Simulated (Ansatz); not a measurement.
# MoSe2: the cost of one run

Method: DFT r²SCAN+U (U_eff = 4 eV on Mo d), plane waves, PAW, in Ansatz 0.2.0.

The COD entry's cell or inner coordinates are ideal or old and differ from later refinements, so a difference from it is no clean test against experiment.

## 1. The structure to begin with

The structure is hexagonal, space group P6_3/mmc (No. 194). The conventional cell has a = 3.288 Å, b = 3.288 Å, c = 12.900 Å, α = 90.00°, β = 90.00°, γ = 120.00°. Mo (site symmetry -6m2) is surrounded by 6 Se at 2.49 Å. Se (site symmetry 3m) has 3 Mo at 2.49 Å in its first shell of neighbours.

Coordinates:

```
CELL_PARAMETERS angstrom
3.28800 0.00000 0.00000
-1.64400 2.84749 0.00000
0.00000 0.00000 12.90000
ATOMIC_POSITIONS crystal
Mo 0.33333 0.66667 0.25000
Mo 0.66667 0.33333 0.75000
Se 0.33333 0.66667 0.62500
Se 0.66667 0.33333 0.12500
Se 0.33333 0.66667 0.87500
Se 0.66667 0.33333 0.37500
```

Magnetic order typed: opposed in the cell.

## 2. From atoms, symmetry kept, no search

Contents of input.yaml:

```yaml
crystal:
  lattice:
    - [3.28799957, 0.0, 0.0]
    - [-1.64399979, 2.84749116, 0.0]
    - [0.0, 0.0, 12.90000092]
  atoms:
    - { symbol: Mo, position: [0.3333333333, 0.6666666667, 0.25], spin: 2.0 }
    - { symbol: Mo, position: [0.6666666667, 0.3333333333, 0.75], spin: -2.0 }
    - { symbol: Se, position: [0.3333333333, 0.6666666667, 0.625] }
    - { symbol: Se, position: [0.6666666667, 0.3333333333, 0.125] }
    - { symbol: Se, position: [0.3333333333, 0.6666666667, 0.875] }
    - { symbol: Se, position: [0.6666666667, 0.3333333333, 0.375] }
basis:
  ecutwfc: 500
  ecutrho_ratio: 4
kpoints:
  mp_grid: { grid: [7, 7, 2] }
hamiltonian:
  xc: r2scan
  hubbard:
    sites: [{ site: 0, l: d, u_eff: 4.0 }, { site: 1, l: d, u_eff: 4.0 }]
scf:
  occupations: { method: gaussian, width: 0.05 }
  lower_state_search: "off"
  max_iter: 150
output:
  forces: true
  stress: true
  eigenvalues: true
  populations: true
  hubbard: { sites: [{ site: 0, l: d }, { site: 1, l: d }] }
magnetization:
  spin_polarized: true
```

On the command line:

```bash
ansatz run input.yaml --threads 8 --pin off --max-ram 12288MiB --backend cpu --events-out ev --progress --plain --runs-dir out
```

**Question.** How long does this run take on 8 threads of Arm Neoverse V2, shared host, and how much memory does it need?

About 18 s, with a peak of 0.97 GiB.
